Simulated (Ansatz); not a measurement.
# WC: the cost of one run

Method: DFT PBE, plane waves, PAW, scalar-relativistic, no spin polarisation, in Ansatz 0.2.0.

## (1) Starting point

The cell holds 16 atoms (C8W8): a = 5.974 Å, b = 5.173 Å, c = 5.846 Å, α = 90.00°, β = 90.00°, γ = 90.00°.

Structure file:

```xyz
16
Lattice="-2.9868 -5.1733 0.0000 4.4802 -2.5866 0.0000 0.0000 0.0000 5.8458" Properties=species:S:1:pos:R:3 pbc="T T T"
W     0.0000   -5.1733    0.0000
C     1.4934   -4.3111    1.4615
W     0.0000   -5.1733    2.9229
C     1.4934   -4.3111    4.3844
W    -1.4934   -2.5866    0.0000
C     0.0000   -1.7244    1.4615
W    -1.4934   -2.5866    2.9229
C     0.0000   -1.7244    4.3844
W     1.4934   -2.5866    0.0000
C     2.9868   -1.7244    1.4615
W     1.4934   -2.5866    2.9229
C     2.9868   -1.7244    4.3844
W     0.0000    0.0000    0.0000
C    -1.4934   -4.3111    1.4615
W     0.0000    0.0000    2.9229
C    -1.4934   -4.3111    4.3844
```

## (2) Run 1

180 steps of 0.75 fs under a Langevin thermostat at 3500 K.

File input.yaml:

```yaml
crystal:
  lattice:
    - [-2.986799, -5.173288, 0.0]
    - [4.480199, -2.586644, 0.0]
    - [0.0, 0.0, 5.845802]
  atoms:
    - { symbol: W, position: [0.75, 0.5, 0.0] }
    - { symbol: C, position: [0.5, 0.6666667, 0.25] }
    - { symbol: W, position: [0.75, 0.5, 0.5] }
    - { symbol: C, position: [0.5, 0.6666667, 0.75] }
    - { symbol: W, position: [0.5, 0.0, 0.0] }
    - { symbol: C, position: [0.25, 0.1666667, 0.25] }
    - { symbol: W, position: [0.5, 0.0, 0.5] }
    - { symbol: C, position: [0.25, 0.1666667, 0.75] }
    - { symbol: W, position: [0.25, 0.5, 0.0] }
    - { symbol: C, position: [0.0, 0.6666667, 0.25] }
    - { symbol: W, position: [0.25, 0.5, 0.5] }
    - { symbol: C, position: [0.0, 0.6666667, 0.75] }
    - { symbol: W, position: [0.0, 0.0, 0.0] }
    - { symbol: C, position: [0.75, 0.1666667, 0.25] }
    - { symbol: W, position: [0.0, 0.0, 0.5] }
    - { symbol: C, position: [0.75, 0.1666667, 0.75] }
basis:
  ecutwfc: 420.0
kpoints:
  mp_grid: { grid: [2, 2, 2] }
hamiltonian:
  xc: pbe
  pseudopotentials: { kind: paw, azcp: { folder: soft_1 } }
scf:
  occupations: { method: fermi_dirac, width: 0.3 }
  lower_state_search: "off"
md:
  timestep: 0.75
  n_steps: 180
  ensemble: nvt_langevin
  temperature: 3500.0
  initial_velocities: maxwell_boltzmann
  seed: 665438
  friction: 0.02
```

Started as:

```
$ ansatz run input.yaml --threads 1 --pin off --max-ram 3072MiB --backend cpu --events-out ev --progress --plain --runs-dir out
```

**Question.** How long does this run take on 1 thread of Arm Neoverse V2, shared host, and how much memory does it need?

About 14 min, with a peak of 0.54 GiB.
